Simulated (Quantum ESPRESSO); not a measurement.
# Hf in Quantum ESPRESSO: work function with PBE

Aim: the work function of Hf with PBE.

Program: Quantum ESPRESSO 7.5. These are calculated values, not measurements. Logs are shortened: lines on timing, memory, paths and dates and some standing lists are left out, and cuts for length are marked.

### 1 Starting point

The cell holds a slab with vacuum, 5 atoms: a = 3.140 Å, b = 3.140 Å, c = 23.880 Å, α = 90.00°, β = 90.00°, γ = 90.00°.

### 2 Work function, PBE

The input, pw.in:

```
&CONTROL
  calculation = 'scf'
  prefix = 'pwscf'
  outdir = './tmp'
  pseudo_dir = './pseudo'
  tprnfor = .true.
  disk_io = 'low'
/
&SYSTEM
  ibrav = 0
  celldm(1) = 8
  nat = 5
  ntyp = 1
  ecutwfc = 58
  nbnd = 40
  occupations = 'smearing'
  smearing = 'fd'
  degauss = 0.00367493
/
&ELECTRONS
  conv_thr = 5d-09
  electron_maxstep = 150
  mixing_beta = 0.3
  mixing_mode = 'local-TF'
/
ATOMIC_SPECIES
Hf   178.4900 Hf.upf
CELL_PARAMETERS alat
  0.7416121773061  -0.0000000000000   0.0000000000000
 -0.0000000000000   0.7416121773061   0.0000000000000
  0.0000000000000   0.0000000000000   5.6408324820079
ATOMIC_POSITIONS crystal
Hf     0.5000000000    0.5000000000    0.3140703518
Hf     0.0000000000    0.0000000000    0.4070351759
Hf     0.5000000000    0.5000000000    0.5000000000
Hf     0.0000000000    0.0000000000    0.5929648241
Hf     0.5000000000    0.5000000000    0.6859296482
K_POINTS automatic
9 9 1 0 0 0
```

The input, pp_density.in:

```
&INPUTPP
  prefix = 'pwscf'
  outdir = './tmp'
  filplot = 'density.dat'
  plot_num = 0
/
&PLOT
  nfile = 1
  filepp(1) = 'density.dat'
  iflag = 3
  output_format = 6
  fileout = 'density.cube'
/
```

The input, pp_potential.in:

```
&INPUTPP
  prefix = 'pwscf'
  outdir = './tmp'
  filplot = 'potential.dat'
  plot_num = 11
/
&PLOT
  nfile = 1
  filepp(1) = 'potential.dat'
  iflag = 3
  output_format = 6
  fileout = 'potential.cube'
/
```

The input, pp_elf.in:

```
&INPUTPP
  prefix = 'pwscf'
  outdir = './tmp'
  filplot = 'elf.dat'
  plot_num = 8
/
&PLOT
  nfile = 1
  filepp(1) = 'elf.dat'
  iflag = 3
  output_format = 6
  fileout = 'elf.cube'
/
```

Potentials or basis: PseudoDojo 0.4.1 SR PBE standard.

The run is started by

```console
> OMP_NUM_THREADS=1 pw.x -in pw.in > pw.out
> OMP_NUM_THREADS=1 pp.x -in pp_density.in > pp_density.out
> OMP_NUM_THREADS=1 pp.x -in pp_potential.in > pp_potential.out
> OMP_NUM_THREADS=1 pp.x -in pp_elf.in > pp_elf.out
```

pw.out:

```text
This program is part of the open-source Quantum ESPRESSO suite
     for quantum simulation of materials; please cite
         "P. Giannozzi et al., J. Phys.:Condens. Matter 21 395502 (2009);
         "P. Giannozzi et al., J. Phys.:Condens. Matter 29 465901 (2017);
         "P. Giannozzi et al., J. Chem. Phys. 152 154105 (2020);
     in publications or presentations arising from this work. More details at

     Message from routine setup:
     using ibrav=0 with symmetry is DISCOURAGED, use correct ibrav instead

     G-vector sticks info
     --------------------
     sticks:   dense  smooth     PW     G-vecs:    dense   smooth      PW
     Sum         657     657    193                94867    94867   15183

     Using Slab Decomposition

     bravais-lattice index     =            0
     lattice parameter (alat)  =       8.0000  a.u.
     unit-cell volume          =    1588.4256 (a.u.)^3
     number of atoms/cell      =            5
     number of atomic types    =            1
     number of electrons       =        60.00
     number of Kohn-Sham states=           40
     kinetic-energy cutoff     =      58.0000  Ry
     charge density cutoff     =     232.0000  Ry
     scf convergence threshold =      5.0E-09
     mixing beta               =       0.3000
     number of iterations used =            8  local-TF  mixing
     Exchange-correlation= PBE
                           (   1   4   3   4   0   0   0)

     celldm(1)=   8.000000  celldm(2)=   0.000000  celldm(3)=   0.000000
     celldm(4)=   0.000000  celldm(5)=   0.000000  celldm(6)=   0.000000

     crystal axes: (cart. coord. in units of alat)
               a(1) = (   0.741612  -0.000000   0.000000 )
               a(2) = (  -0.000000   0.741612   0.000000 )
               a(3) = (   0.000000   0.000000   5.640832 )

     reciprocal axes: (cart. coord. in units 2 pi/alat)
               b(1) = (  1.348414  0.000000 -0.000000 )
               b(2) = (  0.000000  1.348414 -0.000000 )
               b(3) = ( -0.000000 -0.000000  0.177279 )

     PseudoPot. # 1 for Hf read from file:
     Hf.upf
     Pseudo is Norm-conserving + core correction, Zval = 12.0
     Generated using ONCVPSP code by D. R. Hamann
     Using radial grid of 1656 points,  8 beta functions with:
                l(1) =   0
                l(2) =   0
                l(3) =   1
                l(4) =   1
                l(5) =   2
                l(6) =   2
                l(7) =   3
                l(8) =   3

     atomic species   valence    mass     pseudopotential
     Hf               12.00   178.49000     Hf( 1.00)

     16 Sym. Ops., with inversion, found

   Cartesian axes

     site n.     atom                  positions (alat units)
         1        Hf     tau(   1) = (   0.3708061   0.3708061   1.7716182  )
         2        Hf     tau(   2) = (   0.0000000   0.0000000   2.2960172  )
         3        Hf     tau(   3) = (   0.3708061   0.3708061   2.8204162  )
         4        Hf     tau(   4) = (   0.0000000   0.0000000   3.3448152  )
         5        Hf     tau(   5) = (   0.3708061   0.3708061   3.8692142  )

     number of k points=    15  Fermi-Dirac smearing, width (Ry)=  0.0037
                       cart. coord. in units 2pi/alat
        k(    1) = (   0.0000000   0.0000000   0.0000000), wk =   0.0246914
        k(    2) = (   0.0000000   0.1498237   0.0000000), wk =   0.0987654
        k(    3) = (   0.0000000   0.2996475   0.0000000), wk =   0.0987654
        k(    4) = (   0.0000000   0.4494712   0.0000000), wk =   0.0987654
        k(    5) = (   0.0000000   0.5992950   0.0000000), wk =   0.0987654
        k(    6) = (   0.1498237   0.1498237   0.0000000), wk =   0.0987654
        k(    7) = (   0.1498237   0.2996475   0.0000000), wk =   0.1975309
        k(    8) = (   0.1498237   0.4494712   0.0000000), wk =   0.1975309
        k(    9) = (   0.1498237   0.5992950   0.0000000), wk =   0.1975309
        k(   10) = (   0.2996475   0.2996475   0.0000000), wk =   0.0987654
        k(   11) = (   0.2996475   0.4494712   0.0000000), wk =   0.1975309
        k(   12) = (   0.2996475   0.5992950   0.0000000), wk =   0.1975309
        k(   13) = (   0.4494712   0.4494712   0.0000000), wk =   0.0987654
        k(   14) = (   0.4494712   0.5992950   0.0000000), wk =   0.1975309
        k(   15) = (   0.5992950   0.5992950   0.0000000), wk =   0.0987654

     Dense  grid:    94867 G-vectors     FFT dimensions: (  30,  30, 225)

     Initial potential from superposition of free atoms

     starting charge      59.9907, renormalised to      60.0000

     negative rho (up, down):  3.857E-05 0.000E+00
     Starting wfcs are   50 randomized atomic wfcs

     Self-consistent Calculation

     iteration #  1     ecut=    58.00 Ry     beta= 0.30
     Davidson diagonalization with overlap
     ethr =  1.00E-02,  avg # of iterations =  2.8

     total energy              =    -564.06731338 Ry
     estimated scf accuracy    <       4.16771932 Ry

     iteration #  2     ecut=    58.00 Ry     beta= 0.30
     Davidson diagonalization with overlap
     ethr =  6.95E-03,  avg # of iterations =  1.1

     total energy              =    -563.83540847 Ry
     estimated scf accuracy    <       2.32027860 Ry

     iteration #  3     ecut=    58.00 Ry     beta= 0.30
     Davidson diagonalization with overlap
     ethr =  3.87E-03,  avg # of iterations =  1.6
[... 141 lines left out ...]
     total energy              =    -563.96294382 Ry
     estimated scf accuracy    <       0.00000013 Ry

     iteration # 22     ecut=    58.00 Ry     beta= 0.30
     Davidson diagonalization with overlap
     ethr =  2.17E-10,  avg # of iterations =  4.5

     total energy              =    -563.96294382 Ry
     estimated scf accuracy    <       0.00000005 Ry

     iteration # 23     ecut=    58.00 Ry     beta= 0.30
     Davidson diagonalization with overlap
     ethr =  7.59E-11,  avg # of iterations =  2.2

     End of self-consistent calculation

          k = 0.0000 0.0000 0.0000 ( 11789 PWs)   bands (ev):

   -57.3269 -57.3269 -56.7870 -56.7715 -56.7037 -26.1007 -26.0917 -25.6866
   -25.6866 -25.6860 -25.6860 -25.6688 -25.3685 -25.2914 -25.2914 -25.2058
   -25.2058 -25.1068 -25.0652 -25.0652  -2.0535  -1.0969   0.1633   1.2277
     1.5636   2.8349   3.3045   4.0611   4.8118   4.9442   5.0047   5.9167
     6.4439   6.5032   6.5032   6.8149   7.0997   7.0999   7.4615   8.0883

          k = 0.0000 0.1498 0.0000 ( 11809 PWs)   bands (ev):

   -57.3242 -57.3242 -56.7829 -56.7689 -56.7025 -26.0903 -26.0853 -25.7635
   -25.7487 -25.6805 -25.6800 -25.6440 -25.4092 -25.3099 -25.2813 -25.2667
   -25.2023 -25.1068 -25.0975 -25.0672  -1.7711  -0.8405   0.3955   1.4656
     1.8130   3.0127   3.4575   4.1662   4.7914   4.9614   5.0680   5.9820
     6.1349   6.2889   6.4542   6.5956   7.0677   7.0935   7.1517   7.8469

          k = 0.0000 0.2996 0.0000 ( 11828 PWs)   bands (ev):
[... 89 lines left out ...]
   -57.2878 -57.2878 -56.7331 -56.7329 -56.6795 -26.1017 -26.1012 -26.0167
   -26.0149 -25.9568 -25.9567 -25.7191 -25.6775 -25.6317 -25.5065 -25.4194
   -25.3530 -25.3265 -25.2753 -25.2532   1.9375   2.3091   2.6681   2.9176
     3.2819   3.3294   3.3405   3.6022   3.8452   4.0674   4.9762   5.3259
     5.6766   6.4310   6.5266   7.2920   7.3109   7.6595   8.0144   8.4243

          k = 0.5993 0.5993 0.0000 ( 11890 PWs)   bands (ev):

   -57.2830 -57.2830 -56.7280 -56.7279 -56.6746 -26.0953 -26.0941 -26.0928
   -26.0906 -25.9456 -25.9451 -25.7394 -25.7388 -25.5988 -25.5867 -25.4172
   -25.3939 -25.3238 -25.3096 -25.3019   1.8515   1.9612   2.5940   2.6989
     2.9894   3.0112   3.2061   3.5972   3.6763   4.5613   4.7179   5.7802
     6.0471   7.2704   7.3902   7.8414   8.0688   8.0901   8.3159   8.5200

     the Fermi energy is     4.8676 ev

!    total energy              =    -563.96294383 Ry
     estimated scf accuracy    <          4.9E-09 Ry
     smearing contrib. (-TS)   =      -0.00666930 Ry
     internal energy E=F+TS    =    -563.95627454 Ry

     The total energy is F=E-TS. E is the sum of the following terms:
     one-electron contribution =   -2922.02788694 Ry
     hartree contribution      =    1459.47687587 Ry
     xc contribution           =    -142.30667053 Ry
     ewald contribution        =    1040.90140706 Ry

     convergence has been achieved in  23 iterations

     Forces acting on atoms (cartesian axes, Ry/au):

     atom    1 type  1   force =     0.00000000    0.00000000    0.02479309
     atom    2 type  1   force =     0.00000000    0.00000000   -0.04056591
     atom    3 type  1   force =     0.00000000    0.00000000    0.00000000
     atom    4 type  1   force =     0.00000000    0.00000000    0.04056591
     atom    5 type  1   force =     0.00000000    0.00000000   -0.02479309

     Total force =     0.067235     Total SCF correction =     0.000266

=------------------------------------------------------------------------------=
   JOB DONE.
=------------------------------------------------------------------------------=
```

pp_density.out:

```text
This program is part of the open-source Quantum ESPRESSO suite
     for quantum simulation of materials; please cite
         "P. Giannozzi et al., J. Phys.:Condens. Matter 21 395502 (2009);
         "P. Giannozzi et al., J. Phys.:Condens. Matter 29 465901 (2017);
         "P. Giannozzi et al., J. Chem. Phys. 152 154105 (2020);
     in publications or presentations arising from this work. More details at

     IMPORTANT: XC functional enforced from input :
     Exchange-correlation= PBE
                           (   1   4   3   4   0   0   0)
     Any further DFT definition will be discarded
     Please, verify this is what you really want

     G-vector sticks info
     --------------------
     sticks:   dense  smooth     PW     G-vecs:    dense   smooth      PW
     Sum         657     657    193                94867    94867   15183

     Using Slab Decomposition

     Calling punch_plot, plot_num =   0
     Writing data to file  density.dat
     Reading data from file  density.dat

     Writing data to be plotted to file density.cube
     Plot Type: 3D                     Output format: Gaussian cube

=------------------------------------------------------------------------------=
   JOB DONE.
=------------------------------------------------------------------------------=
```

pp_potential.out:

```text
This program is part of the open-source Quantum ESPRESSO suite
     for quantum simulation of materials; please cite
         "P. Giannozzi et al., J. Phys.:Condens. Matter 21 395502 (2009);
         "P. Giannozzi et al., J. Phys.:Condens. Matter 29 465901 (2017);
         "P. Giannozzi et al., J. Chem. Phys. 152 154105 (2020);
     in publications or presentations arising from this work. More details at

     IMPORTANT: XC functional enforced from input :
     Exchange-correlation= PBE
                           (   1   4   3   4   0   0   0)
     Any further DFT definition will be discarded
     Please, verify this is what you really want

     G-vector sticks info
     --------------------
     sticks:   dense  smooth     PW     G-vecs:    dense   smooth      PW
     Sum         657     657    193                94867    94867   15183

     Using Slab Decomposition

     Calling punch_plot, plot_num =  11
     Writing data to file  potential.dat
     Reading data from file  potential.dat

     Writing data to be plotted to file potential.cube
     Plot Type: 3D                     Output format: Gaussian cube

=------------------------------------------------------------------------------=
   JOB DONE.
=------------------------------------------------------------------------------=
```

Wall time 4.9 min (1 thread of Arm Neoverse V1, shared host); peak memory 0.27 GiB.

Results:

```
Free energy                     : -7673.1067 eV
Largest force                   : 1.043 eV/Å
Band gap on the k mesh          : none (metal or under the smearing width)
Work function of the upper face : 4.08 eV
Work function of the lower face : 4.08 eV
```

Forces in eV/Å, atoms in the order of the input:
```
Hf   0.000  0.000  0.637
Hf   0.000  0.000 -1.043
Hf   0.000  0.000  0.000
Hf   0.000  0.000  1.043
Hf   0.000  0.000 -0.637
```

The run has no spin-orbit coupling, so splittings on Hf are missing.
